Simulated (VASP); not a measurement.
Wanted: the native input for a VASP 6.6.1 run.

```yaml
Task: single point
Functional: PBE
Potentials_or_basis: VASP PAW PBE potentials, release 64 (Al)
Cutoff: 520 eV
k_mesh: 6 × 6 × 6
Occupations: gaussian, width 0.1 eV
Spin: no spin polarisation
Dipole_correction: no
Further_INCAR_settings: ALGO = Normal; EDIFF = 1e-06; NBANDS = 8
```

The structure of Al lies in POSCAR:

```
Al
1.0
   -1.5912186900      1.5912186900      1.5912186900
    1.5912186900     -1.5912186900      1.5912186900
    1.5912186900      1.5912186900     -1.5912186900
Al
1
Direct
    0.0000000000      0.0000000000      0.0000000000
```

This isn't the form of Al at room conditions, which is fcc.

The input as run:

INCAR

```
PREC     = Accurate       # precision mode
ENCUT    = 520            # plane-wave cutoff, eV
EDIFF    = 1E-6           # SCF threshold, eV
ISMEAR   = 0              # smearing method
SIGMA    = 0.1            # smearing width, eV
LREAL    = False          # projectors in reciprocal space
LASPH    = True           # aspherical terms in the spheres
NELM     = 100            # most SCF steps
ALGO     = Normal         # electronic algorithm
ISIF     = 2              # what is computed and relaxed
LWAVE    = False          # write WAVECAR
LCHARG   = False          # write CHGCAR
GGA      = PE             # functional
NBANDS   = 8              # bands
```

KPOINTS

```
Automatic mesh
0
Gamma
  6 6 6
```

Potentials or basis: VASP PAW PBE potentials, release 64 (Al).

The run is started by

```bash
$ cat potpaw_PBE.64/Al/POTCAR > POTCAR
$ mpirun -np 1 vasp_std > vasp.out
```

It gave:

```yaml
Pressure: 4.3 GPa
Band_gap_on_the_k_mesh: none (metal or under the smearing width)
```

Caveat: the k mesh is coarse (spacing up to 0.47 Å⁻¹), so the values aren't converged.

It took 2.5 s on 1 thread of Intel(R) Xeon(R) Platinum 8259CL CPU @ 2.50GHz (Skylake/Cascade Lake), with other jobs on the host, peak memory 0.11 GiB.
